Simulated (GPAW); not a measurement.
## 3d dopants in AlAs: moments across the series

One cation of AlAs is replaced by one 3d element after another. What moment does each carry?

Program: GPAW 26.7.0. Level of theory: PBE; plane waves with GPAW's PAW setups, scalar-relativistic. Results are calculated unless marked as measured.

**1. Starting point**

Symmetry: P-42m, No. 111, tetragonal system. Conventional cell: a = 11.322 Å, b = 11.322 Å, c = 5.661 Å, α = 90.00°, β = 90.00°, γ = 90.00°. Nearest to Ti lie 4 As at 2.45 Å. As has 1 Ti at 2.45 Å and 3 Al at 2.45 Å nearest. Nearest to Al lie 4 As at 2.45 Å. Nearest to As lie 4 Al at 2.45 Å. Al has 4 As at 2.45 Å nearest. As has 4 Al at 2.45 Å nearest. Model cell: substitutional dopants on the host's lattice, its constants typed without a cited source, atoms not relaxed. Farther neighbours are not listed.

This is the first member shown.

**2. The first member**

This run shows input and output; the others differ as the table says.

order1.py reads:

```python
import json
import numpy as np
from ase import Atoms
from ase.parallel import paropen, parprint
from gpaw import GPAW

atoms = Atoms(['Ti', 'As', 'Al', 'As', 'Al', 'As', 'Al', 'As', 'Al', 'As', 'Al', 'As', 'Al', 'As', 'Al', 'As', 'Al', 'As', 'Al', 'As', 'Al', 'As', 'Al', 'As', 'Al', 'As', 'Al', 'As', 'Al', 'As', 'Al', 'As'],
    cell=[[11.322, 0.0, 0.0],
         [0.0, 11.322, 0.0],
         [0.0, 0.0, 5.661]],
    scaled_positions=[[0.0, 0.0, 0.0],
         [0.125, 0.125, 0.25],
         [0.0, 0.25, 0.5],
         [0.125, 0.375, 0.75],
         [0.25, 0.0, 0.5],
         [0.375, 0.125, 0.75],
         [0.25, 0.25, 0.0],
         [0.375, 0.375, 0.25],
         [0.0, 0.5, 0.0],
         [0.125, 0.625, 0.25],
         [0.0, 0.75, 0.5],
         [0.125, 0.875, 0.75],
         [0.25, 0.5, 0.5],
         [0.375, 0.625, 0.75],
         [0.25, 0.75, 0.0],
         [0.375, 0.875, 0.25],
         [0.5, 0.0, 0.0],
         [0.625, 0.125, 0.25],
         [0.5, 0.25, 0.5],
         [0.625, 0.375, 0.75],
         [0.75, 0.0, 0.5],
         [0.875, 0.125, 0.75],
         [0.75, 0.25, 0.0],
         [0.875, 0.375, 0.25],
         [0.5, 0.5, 0.0],
         [0.625, 0.625, 0.25],
         [0.5, 0.75, 0.5],
         [0.625, 0.875, 0.75],
         [0.75, 0.5, 0.5],
         [0.875, 0.625, 0.75],
         [0.75, 0.75, 0.0],
         [0.875, 0.875, 0.25]],
    pbc=True,
    magmoms=[1.0, 0.0, 0.0, 0.0, 0.0, 0.0, 0.0, 0.0, 0.0, 0.0, 0.0, 0.0, 0.0, 0.0, 0.0, 0.0, 0.0, 0.0, 0.0, 0.0, 0.0, 0.0, 0.0, 0.0, 0.0, 0.0, 0.0, 0.0, 0.0, 0.0, 0.0, 0.0])
atoms.calc = GPAW(mode={'name': 'pw', 'ecut': 450},
    xc='PBE',
    kpts={'size': (3, 3, 5), 'gamma': True},
    occupations={'name': 'fermi-dirac', 'width': 0.05},
    convergence={'density': 1e-05, 'energy': 1e-05},
    maxiter=200,
    mixer={'name': 'pulay', 'beta': 0.05, 'nmaxold': 6, 'weight': 50},
    symmetry={'tolerance': 1e-4},
    txt='order1.txt')
e = atoms.get_potential_energy(force_consistent=True)
res = {'free_energy': e, 'energy_sigma0': atoms.get_potential_energy(), 'fermi_energy': atoms.calc.get_fermi_level()}
res['moments'] = atoms.get_magnetic_moments().tolist()
res['total'] = atoms.get_magnetic_moment()
parprint('site moments (muB):', np.round(res['moments'], 3))
parprint(f"total moment: {res['total']:.3f} muB")
parprint(f'free energy: {e:.6f} eV')
atoms.calc.write('order1.gpw')
with paropen('results.json', 'w') as f:
    json.dump(res, f)
```

Launch:

```console
> OMP_NUM_THREADS=1 mpirun -n 4 gpaw python order1.py > order1.log
```

Numbers of over 12 decimals in the logs are rounded to 6 here.

Output:

```text
site moments (muB): [ 0.655 -0.012  0.008  0.     0.008  0.     0.003 -0.     0.     0.
  0.008 -0.012  0.    -0.     0.003  0.     0.     0.     0.    -0.
  0.008 -0.012  0.003  0.     0.    -0.     0.     0.     0.     0.
  0.003 -0.012]
total moment: 1.000 muB
free energy: -151.490350 eV

--- order1.txt ---
Input parameters:
  mode=PW(ecut=450),
  convergence={'density': 1e-05, 'energy': 1e-05},
  kpts=MonkhorstPack(size=(3, 3, 5), gamma=True),
  maxiter=200,
  mixer=Pulay(name='pulay', nmaxold=6, beta=0.05, weight=50, sigma=0.015, g_ss=None),
  occupations=Occupations(name='fermi-dirac', width=0.05),
  symmetry=Symmetry(tolerance=0.0001),
  xc=XC(name='PBE')

Diagonalizing LCAO Hamiltonian
Converting LCAO to pw mode
        .---------------------------.
       /|                           |
      / |                           |
     /  |  As            As         |
    /   |       As            As    |
   /  Al|           Al              |
  /    As         As As         As  |
 *      .--Al------------Al---------.
 |     / As As         As As       /
 | Al /      Al  Al        Al     /
 |   Al Al    As   Al Al    As   /
 |  /As            As           /
 | /      Al            Al     /
 |/                           /
 Ti------------Al------------*

Atoms  # Å, Bohr magnetons
|    | symbol |        x |        y |        z |    initial magnetic moments |
|----|--------|----------|----------|----------|-----------------------------|
|  0 |     Ti | 0.000000 | 0.000000 | 0.000000 | ( 0.0000,  0.0000,  1.0000) |
|  1 |     As | 1.415250 | 1.415250 | 1.415250 | ( 0.0000,  0.0000,  0.0000) |
[...]
Zero:             -0.317193
  External:          0.000000
  Xc:             -187.370841
  Entropy:          -0.043018
  Spinorbit:         0.000000
  ----------------------------
  Free energy:    -151.490350
  Extrapolated:   -151.468841

dipole moment: (-94.039659, -94.039659, -85.801880)  # |e|*Ang

Total magnetic moment: (0.000000, 0.000000, 0.999672)

Local magnetic moments
|        x |        y |         z |
|----------|----------|-----------|
| 0.000000 | 0.000000 |  0.655458 |  # Ti   0
| 0.000000 | 0.000000 | -0.011882 |  # As   1
| 0.000000 | 0.000000 |  0.008002 |  # Al   2
| 0.000000 | 0.000000 |  0.000102 |  # As   3
| 0.000000 | 0.000000 |  0.008002 |  # Al   4
[...]
| 0.000000 | 0.000000 |  0.000143 |  # Al  28
| 0.000000 | 0.000000 |  0.000102 |  # As  29
| 0.000000 | 0.000000 |  0.003425 |  # Al  30
| 0.000000 | 0.000000 | -0.011882 |  # As  31

Fermi level: 5.445
Eigenvalues  # (at kpt = [0.000, 0.000, 0.000])
| band index |      eig [eV] | occ [0-1] |      eig [eV] | occ [0-1] |
|------------|---------------|-----------|---------------|-----------|
|          0 |       -52.219 |     1.000 |       -51.495 |     1.000 |
|        ... |               |           |               |           |
|         61 |         3.331 |     1.000 |         3.385 |     1.000 |
|         62 |         3.455 |     1.000 |         3.456 |     1.000 |
|         63 |         3.455 |     1.000 |         3.491 |     1.000 |
|         64 |         3.456 |     1.000 |         3.491 |     1.000 |
[...]
|         74 |         6.592 |     0.000 |         6.785 |     0.000 |
|         75 |         6.746 |     0.000 |         6.808 |     0.000 |
|         76 |         6.746 |     0.000 |         6.904 |     0.000 |
|        ... |               |           |               |           |
|         86 |         8.051 |     0.000 |         8.070 |     0.000 |

No gap
No difference between direct/indirect transitions

[key lines of the parts left out:]
Converged in 29 steps
```

Elapsed: 6 min, on 4 MPI ranks of Arm Neoverse V2, shared host; peak memory 2.2 GiB.

After 29 cycles the largest moment stands at 0.655 μB.

**3. The series**

All use a 3×3×5 mesh. Each dopant starts with a moment; a run without spin polarisation gives the energy that the moment gains.

```tsv
dopant	moment in its sphere (μB)	net moment (μB a cell)	largest moment elsewhere (μB)	gain by spin polarisation (meV)
Ti	+0.66	1.00	-0.01	124
V	+1.77	2.00	-0.03	741
Cr	+2.83	3.00	-0.05	1003
Mn	+3.61	4.00	-0.03	1251
Fe	+3.29	4.92	+0.06	938
Co	+1.74	2.08	+0.00	469
Ni	+1.19	2.74	+0.09	186
Cu	-0.00	0.00	-0.00	-0
```

**4. What came out**

```yaml
largest_net_moment: 4.92 μB (Fe)
within_0p02_of_a_whole_number_of_mu_b: Ti 1.00, V 2.00, Cr 3.00, Mn 4.00
no_settled_moment: Cu
```

In words: The net moment is largest for Fe, 4.92 μB, and vanishes or is a mere residue for Cu. Ti, V, Cr and Mn give a whole number of μB, as a fixed count of unpaired electrons does. Each dopant had one start, so another spin state can lie lower; in so small a cell the dopant levels widen into bands, and with the smearing this can quench a moment. The atoms were not relaxed, which can shift moments and couplings. Trends hold for the rows shown; the series may have further members. Spin–orbit coupling is left out.

[Logs and program files are shortened in this print: banners, set-up blocks, solver, clock and traceback lines can be left out without a mark of their own.]

[Logs are printed without paths, hosts, clocks, repeated set-up lines and the standing remarks that a program may print on its own settings, such as how far it seeks lower states.]

[Hosts, paths, dates, database ids (printed as entryN), source tags and the programs' standing remarks are cut or masked in the printed files.]

[Where a cell is said to come from a database of computed structures, the database is the Materials Project.]
